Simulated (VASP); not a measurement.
# AgCl (P4mm) in VASP: a series of runs

The runs below take AgCl through single point, with LDA.

Everything below comes from runs of VASP 6.6.1. Logs are shortened: lines on timing, memory, paths and dates and some standing lists are left out, and cuts for length are marked.

**1. The cell of the first run**

Symmetry: P4mm, No. 99, tetragonal system. Conventional cell: a = 3.434 Å, b = 3.434 Å, c = 3.434 Å, α = 90.00°, β = 90.00°, γ = 90.00°. Ag (site symmetry 4mm) has 4 Cl at 2.77 Å as nearest neighbours. Around Cl (site symmetry 4mm) lie 4 Ag at 2.77 Å.

Measurements of this composition are mostly on another form, of space group No. 225.

**2. Single point, LDA**

INCAR reads:

```
SYSTEM = AgCl
PREC = Accurate
ENCUT = 520
EDIFF = 1E-6
ISMEAR = 0
SIGMA = 0.03
LREAL = .False.
LASPH = .True.
NELM = 80
ALGO = Normal
ISIF = 2
LWAVE = .False.
LCHARG = .False.
GGA = CA
NBANDS = 16
```

KPOINTS reads:

```
Automatic mesh
0
Gamma
  10 10 10
  0 0 0
```

POSCAR reads:

```
AgCl
1.0
    3.4339730000      0.0000000000      0.0000000000
    0.0000000000      3.4339730000      0.0000000000
    0.0000000000      0.0000000000      3.4339730000
Ag Cl
1 1
Direct
    0.0000000000      0.0000000000      0.0000000000
    0.3907970447      0.5000000000      0.5000000000
```

Potentials or basis: VASP PAW LDA potentials, release 64 (Ag, Cl).

Started as:

```bash
cat potpaw_LDA.64/Ag/POTCAR potpaw_LDA.64/Cl/POTCAR > POTCAR
mpirun -np 1 vasp_std > vasp.out
```

OUTCAR:

```text
SYSTEM = AgCl
   PREC = Accurate
   ENCUT = 520
   EDIFF = 1E-6
   ISMEAR = 0
   LREAL = .False.
   LASPH = .True.
   NELM = 80
   ISIF = 2
   GGA = CA

 ion  position               nearest neighbor table
   1  0.000  0.000  0.000-   2 2.77   2 2.77   2 2.77   2 2.77
   2  0.391  0.500  0.500-   1 2.77   1 2.77   1 2.77   1 2.77

  LATTYP: Found a simple cubic cell.
 ALAT       =     3.4339730000

  Lattice vectors:

 A1 = (   3.4339730000,   0.0000000000,   0.0000000000)
 A2 = (   0.0000000000,   3.4339730000,   0.0000000000)
 A3 = (   0.0000000000,   0.0000000000,   3.4339730000)

Analysis of symmetry for initial positions (statically):
=====================================================================
 Subroutine PRICEL returns:
 Original cell was already a primitive cell.

 Routine SETGRP: Setting up the symmetry group for a
 simple cubic supercell.

 Subroutine GETGRP returns: Found  8 space group operations
 (whereof  8 operations were pure point group operations)
 out of a pool of 48 trial point group operations.

The static configuration has the point symmetry C_4v.

Analysis of symmetry for dynamics (positions and initial velocities):
=====================================================================
 Subroutine PRICEL returns:
 Original cell was already a primitive cell.

 Routine SETGRP: Setting up the symmetry group for a
 simple cubic supercell.

 Subroutine GETGRP returns: Found  8 space group operations
 (whereof  8 operations were pure point group operations)
 out of a pool of 48 trial point group operations.

The dynamic configuration has the point symmetry C_4v.

 Subroutine INISYM returns: Found  8 space group operations
 (whereof  8 operations are pure point group operations),
 and found     1 'primitive' translations

----------------------------------------------------------------------------------------

                                     Primitive cell

  volume of cell :      40.4940

  direct lattice vectors                    reciprocal lattice vectors
     3.433973000  0.000000000  0.000000000     0.291207881  0.000000000  0.000000000
     0.000000000  3.433973000  0.000000000     0.000000000  0.291207881  0.000000000
     0.000000000  0.000000000  3.433973000     0.000000000  0.000000000  0.291207881

  length of vectors
     3.433973000  3.433973000  3.433973000     0.291207881  0.291207881  0.291207881

  position of ions in fractional coordinates (direct lattice)
     0.000000000  0.000000000  0.000000000
     0.390797045  0.500000000  0.500000000

  ion indices of the primitive-cell ions
   primitive index   ion index
                 1           1
                 2           2

----------------------------------------------------------------------------------------

 KPOINTS: Automatic mesh

Automatic generation of k-mesh.
 Grid dimensions read from file:
 generate k-points for:   10   10   10

 Generating k-lattice:

  Cartesian coordinates                     Fractional coordinates (reciprocal lattice)
     0.029120788  0.000000000  0.000000000     0.100000000  0.000000000  0.000000000
     0.000000000  0.029120788  0.000000000     0.000000000  0.100000000  0.000000000
     0.000000000  0.000000000  0.029120788     0.000000000  0.000000000  0.100000000

  Length of vectors
     0.029120788  0.029120788  0.029120788

  Shift w.r.t. Gamma in fractional coordinates (k-lattice)
     0.000000000  0.000000000  0.000000000

 Subroutine IBZKPT returns following result:
 ===========================================

 Found    126 irreducible k-points:

 Following reciprocal coordinates:
            Coordinates               Weight
  0.000000  0.000000  0.000000      1.000000
  0.100000  0.000000  0.000000      2.000000
  0.000000  0.100000  0.000000      4.000000
  0.200000  0.000000  0.000000      2.000000
  0.000000  0.200000  0.000000      4.000000
  0.300000  0.000000  0.000000      2.000000
[... 16 lines left out ...]
  0.500000  0.100000  0.000000      4.000000
  0.000000  0.500000  0.100000      4.000000
 [... further k-points ...]
   k-points           NKPTS =    126   k-points in BZ     NKDIM =    126   number of bands    NBANDS=     16
   number of dos      NEDOS =    301   number of ions     NIONS =      2
   total plane-waves  NPLWV =  21952
   dimension x,y,z NGX =    28 NGY =   28 NGZ =   28
   dimension x,y,z NGXF=    56 NGYF=   56 NGZF=   56
   ions per type =               1   1
   NGX,Y,Z   is equivalent  to a cutoff of  13.56, 13.56, 13.56 a.u.
   NGXF,Y,Z  is equivalent  to a cutoff of  27.11, 27.11, 27.11 a.u.
 SYSTEM =  AgCl
   PREC   = accura    normal or accurate (medium, high low for compatibility)
   ISTART =      0    job   : 0-new  1-cont  2-samecut
   ICHARG =      2    charge: 1-file 2-atom 10-const
   ISPIN  =      1    spin polarized calculation?
   LNONCOLLINEAR =      F non collinear calculations
   LSORBIT =      F    spin-orbit coupling
   LASPH  =      T    aspherical Exc in radial PAW
   ENCUT  =  520.0 eV  38.22 Ry    6.18 a.u.   6.38  6.38  6.38*2*pi/ulx,y,z
   NELM   =     80;   NELMIN=  2; NELMDL= -5     # of ELM steps
   EDIFF  = 0.1E-05   stopping-criterion for ELM
   LREAL  =      F    real-space projection
   EDIFFG = 0.1E-04   stopping-criterion for IOM
   NSW    =      0    number of steps for IOM
   IBRION =     -1    ionic relax: 0-MD 1-quasi-New 2-CG
   NFREE  =      0    steps in history (QN), initial steepest desc. (CG)
   ISIF   =      2    stress and relaxation
   ISYM   =      2    0-nonsym 1-usesym 2-fastsym
   POTIM  = 0.5000    time-step for ionic-motion
   TEBEG  =    0.0;   TEEND  =   0.0 temperature during run
   PSTRESS=    0.0 pullay stress
   NELECT =      18.0000    total number of electrons
   NUPDOWN=      -1.0000    fix difference up-down
   EMIN   =  10.00;   EMAX   =-10.00  energy-range for DOS
   EFERMI =   0.00;   METHOD = LEGACY
   ISMEAR =     0;   SIGMA  =   0.03  broadening in eV -4-tet -1-fermi 0-gaus
   EFERMI_NEDOS =   21; number of points for ismear=-14 and -15
   IALGO  =     38    algorithm
   IMIX   =      4    mixing-type and parameters
     AMIX     =   0.40;   BMIX     =  1.00
     AMIX_MAG =   1.60;   BMIX_MAG =  1.00
  volume/ion in A,a.u.               =      20.25       136.63
  Fermi-wavevector in a.u.,A,eV,Ry     =   1.249402  2.361027 21.238760  1.561005
  Thomas-Fermi vector in A             =   2.383444
   LORBIT       =      0    0 simple, 1 ext, 2 COOP (PROOUT), +10 PAW based schemes
   GGA     = CA    functional components
   LHFCALC =     F    Hartree Fock is set to
   AEXX    =    0.0000 exact exchange contribution
   IVDW    =     0    specifies the selected vdW correction
   LEPSILON=     F    determine dielectric tensor
   LRPA    =     F    only Hartree local field effects (RPA)
 non-spin polarized calculation
 Gauss-broadening in eV      SIGMA  =   0.03
  energy-cutoff  :      520.00
  volume of cell :       40.49
 maximum number of plane-waves:      1108
 NGX is ok and might be reduce to    28
   NGX = 13   NGY = 13   NGZ = 13

 number of electron      18.0000001 magnetization

 Free energy of the ion-electron system (eV)
  ---------------------------------------------------
  ext. energy  EPLUGINS =         0.00000000
  ---------------------------------------------------
  free energy    TOTEN  =        -6.42109164 eV

  energy without entropy =       -6.42109164  energy(sigma->0) =       -6.42109164

 E-fermi :   3.9629     XC(G=0): -10.7971

 val. band max:        3.8423063788   @ k =   0.0000   0.5000   0.0000
 cond. band min:       4.1257480043   @ k =   0.0000   0.0000   0.0000
 fundamental gap:      0.2834416255
 Fermi energy:         3.9629400202

 k-point     1 :       0.0000    0.0000    0.0000
  band No.  band energies     occupation
      1     -10.8955      2.00000
      2       0.5338      2.00000
      3       0.8378      2.00000
      4       1.4191      2.00000
      5       1.4191      2.00000
      6       1.7949      2.00000
[... 8 lines left out ...]
     15      18.2304      0.00000
     16      19.5879      0.00000

 k-point     2 :       0.1000    0.0000    0.0000
  band No.  band energies     occupation
      1     -10.8553      2.00000
      2       0.4301      2.00000
      3       0.8515      2.00000
      4       1.3048      2.00000
      5       1.3048      2.00000
      6       1.7995      2.00000
[... 8 lines left out ...]
     15      17.7956      0.00000
     16      20.0088      0.00000

 k-point     3 :       0.0000    0.1000    0.0000
  band No.  band energies     occupation
      1     -10.8534      2.00000
      2       0.5320      2.00000
      3       0.7109      2.00000
      4       1.2741      2.00000
      5       1.3573      2.00000
      6       1.7923      2.00000
[... 8 lines left out ...]
     15      17.5236      0.00000
     16      19.5424      0.00000

 k-point     4 :       0.2000    0.0000    0.0000
  band No.  band energies     occupation
      1     -10.7466      2.00000
      2      -0.0216      2.00000
      3       0.8875      2.00000
      4       1.0827      2.00000
      5       1.0827      2.00000
      6       1.8118      2.00000
[... 8 lines left out ...]
     15      17.4541      0.00000
     16      19.9165      0.00000
[... 324 lines left out ...]
 k-point    22 :       0.1000    0.0000    0.4000
  band No.  band energies     occupation
      1     -10.4317      2.00000
      2      -1.2502      2.00000
      3       0.6336      2.00000
      4       0.8384      2.00000
      5       1.1082      2.00000
      6       1.8087      2.00000
[... 8 lines left out ...]
     15      19.3972      0.00000
     16      19.5181      0.00000

 k-point    23 :       0.5000    0.1000    0.0000
  band No.  band energies     occupation
      1     -10.4041      2.00000
      2      -1.3054      2.00000
      3       0.6166      2.00000
      4       0.7339      2.00000
      5       1.0456      2.00000
      6       1.7959      2.00000
[... 8 lines left out ...]
     15      19.2676      0.00000
     16      19.5137      0.00000

 k-point    24 :       0.0000    0.5000    0.1000
  band No.  band energies     occupation
      1     -10.3824      2.00000
      2      -1.4395      2.00000
      3       0.4731      2.00000
      4       0.9948      2.00000
      5       1.0193      2.00000
      6       1.8087      2.00000
[... 8 lines left out ...]
     15      19.1752      0.00000
     16      19.3132      0.00000

 [... further k-points ...]

------------------------ aborting loop because EDIFF is reached ----------------------------------------

  FORCE on cell =-STRESS in cart. coord.  units (eV):
  Direction    XX          YY          ZZ          XY          YZ          ZX
  --------------------------------------------------------------------------------------
  -------------------------------------------------------------------------------------
  Total       -1.5615933     -1.4172470     -1.4172470      0.0000000      0.0000000      0.0000000
  in kB      -61.7856871    -56.0745135    -56.0745135      0.0000000      0.0000000      0.0000000
  external PRESSURE =     -57.9782380 kB  Pullay stress =       0.0000000 kB

 VOLUME and BASIS-vectors are now :
 -----------------------------------------------------------------------------
  energy-cutoff  :      520.00
  volume of cell :       40.49
      direct lattice vectors                 reciprocal lattice vectors
     3.433973000  0.000000000  0.000000000     0.291207881  0.000000000  0.000000000
     0.000000000  3.433973000  0.000000000     0.000000000  0.291207881  0.000000000
     0.000000000  0.000000000  3.433973000     0.000000000  0.000000000  0.291207881

 POSITION                                       TOTAL-FORCE (eV/Angst)
 -----------------------------------------------------------------------------------
      0.00000      0.00000      0.00000         0.092870      0.000000     -0.000000
      1.34199      1.71699      1.71699        -0.092870     -0.000000      0.000000
 -----------------------------------------------------------------------------------
    total drift:                                0.000078      0.000000      0.000000

  FREE ENERGIE OF THE ION-ELECTRON SYSTEM (eV)
  ---------------------------------------------------
  free  energy   TOTEN  =        -6.4210916404 eV

  energy  without entropy=       -6.4210916404  energy(sigma->0) =       -6.42109164
```

Wall time 23 s (1 thread of Intel Xeon 6975P-C (Granite Rapids), shared host); peak memory 0.2 GiB.

What came out:

| Property | Result |
| --- | --- |
| Free energy | -6.4211 eV |
| Pressure | -5.8 GPa |
| Largest force | 0.093 eV/Å |
| Band gap on the k mesh | 0.28 eV, indirect (least direct gap 1.53 eV) |

Forces on the atoms (eV/Å):
```
Ag   0.093  0.000  0.000
Cl  -0.093  0.000  0.000
```

Levels at points of the mesh, in eV from the valence-band top:
| k point | band 7 | band 8 | band 9 | band 10 | band 11 | band 12 |
| --- | --- | --- | --- | --- | --- | --- |
| (0.00, 0.00, 0.00) | -1.35 | -1.35 | -1.25 | 0.28 | 8.38 | 9.18 |
| (0.50, 0.00, 0.00) | -1.57 | -0.25 | -0.25 | 4.48 | 5.10 | 9.19 |
| (0.00, 0.50, 0.00) | -1.67 | -0.54 | 0.00 | 4.68 | 5.15 | 9.37 |
| (0.50, 0.50, 0.00) | -2.31 | -1.71 | -0.62 | 2.47 | 8.37 | 8.67 |
| (0.00, 0.50, 0.50) | -2.07 | -1.70 | -0.61 | 2.33 | 8.76 | 8.76 |
| (0.50, 0.50, 0.50) | -0.53 | -0.53 | -0.30 | 4.36 | 4.74 | 4.74 |

**3. Single point, LDA**

INCAR reads:

```
SYSTEM = AgCl
PREC     = Accurate       ! precision mode
ENCUT    = 520            ! plane-wave cutoff, eV
EDIFF    = 1E-6           ! SCF threshold, eV
ISMEAR   = 0              ! smearing method
SIGMA    = 0.03           ! smearing width, eV
LREAL    = .False.        ! projectors in reciprocal space
LASPH    = .True.         ! aspherical terms in the spheres
NELM     = 60             ! most SCF steps
ALGO     = Normal         ! electronic algorithm
ISIF     = 2              ! what is computed and relaxed
LWAVE    = .False.        ! write WAVECAR
LCHARG   = .False.        ! write CHGCAR
NBANDS   = 16             ! bands
```

KPOINTS reads:

```
regular mesh
0
Gamma
  10 10 10
  0 0 0
```

Edit POSCAR of step 2 so:

```diff
@@ -9,2 +9,2 @@
     0.0000000000      0.0000000000      0.0000000000
-    0.3907970447      0.5000000000      0.5000000000
+    0.4453985224      0.5000000000      0.5000000000
```

Potentials or basis: VASP PAW LDA potentials, release 64 (Ag, Cl).

Started as:

```bash
cat potpaw_LDA.64/Ag/POTCAR potpaw_LDA.64/Cl/POTCAR > POTCAR
mpirun -np 1 vasp_std > vasp.out
```

Run time: 23 s. Hardware: 1 thread of Intel Xeon 6975P-C (Granite Rapids), shared host; peak memory 0.2 GiB.

The run converged. Its results:

| Quantity | Value |
| --- | --- |
| Free energy | -6.4052 eV |
| Pressure | -7.2 GPa |
| Largest force | 0.068 eV/Å |
| Band gap on the k mesh | 0.30 eV, indirect (least direct gap 1.71 eV) |

Forces in eV/Å, atoms in the order of the input:
```
Ag   0.068  0.000  0.000
Cl  -0.068  0.000  0.000
```

Stress tensor (GPa, compression positive):
```
-7.22  0.00  0.00
 0.00 -7.11  0.00
 0.00  0.00 -7.11
```

Levels at points of the mesh, in eV from the valence-band top:
```
           k point  band 5  band 6  band 7  band 8  band 9  band 10  band 11  band 12  band 13  band 14
(0.00, 0.00, 0.00)   -2.05   -1.90   -1.42   -1.42   -1.42     0.30     9.02     9.26    13.32    13.32
(0.50, 0.00, 0.00)   -2.71   -1.85   -1.50   -0.06   -0.06     4.60     5.26     9.24     9.81     9.81
(0.00, 0.50, 0.00)   -2.71   -1.85   -1.53   -0.14    0.00     4.65     5.27     9.28     9.75     9.92
(0.50, 0.50, 0.00)   -2.32   -2.21   -2.19   -1.59   -0.79     2.53     8.60     8.67    10.49    13.39
(0.00, 0.50, 0.50)   -2.30   -2.11   -2.11   -1.58   -0.78     2.50     8.69     8.69    10.35    13.43
(0.50, 0.50, 0.50)   -1.57   -1.57   -0.28   -0.28   -0.22     4.49     4.59     4.59     6.39    17.01
```

[end of part 1 of 2]
